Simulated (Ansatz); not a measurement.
A crystal relaxed with r2SCAN in the PAW code Ansatz has space group Fm-3m (No. 225) and a = 5.479 Å.

```tsv
atom	site	x	y	z
Li	4a	0.0000	0.0000	0.0000
Xx	4b	0.5000	0.0000	0.0000
```

r2SCAN gives an indirect gap of 5.877 eV, from K–Γ (0.78 of the way from K) to Γ; the least direct gap is 5.879 eV at Γ. Least and direct gap differ so little that the kind isn't settled. The HSE06 gap is indirect, 6.209 eV (K–Γ (0.78 of the way from K) to Γ), below the direct gap of 6.213 eV at Γ. Least and direct gap differ so little that the kind isn't settled. Meshes: r2SCAN 8×8×8, HSE06 6×6×6. r2SCAN's ε∞ is 3.2 in all directions.

**Question.** Which element is Xx?
A. Br
B. I
C. Cl
D. F

**Answer.** A. Xx is Br: rocksalt LiBr. Around Li lie 6 Br at 2.74 Å; around Br lie 6 Li at 2.74 Å.

(Simulation; spin polarisation is off.)

Spin-orbit coupling is left out.

Where an edge lies off the special points, it is a point of the mesh or the k point where a search put PBE's edge or least direct gap, reused for the other functionals, whose own edges may lie a little apart.

The meshes of the hybrids are coarse, so their gaps aren't converged to the digits shown.
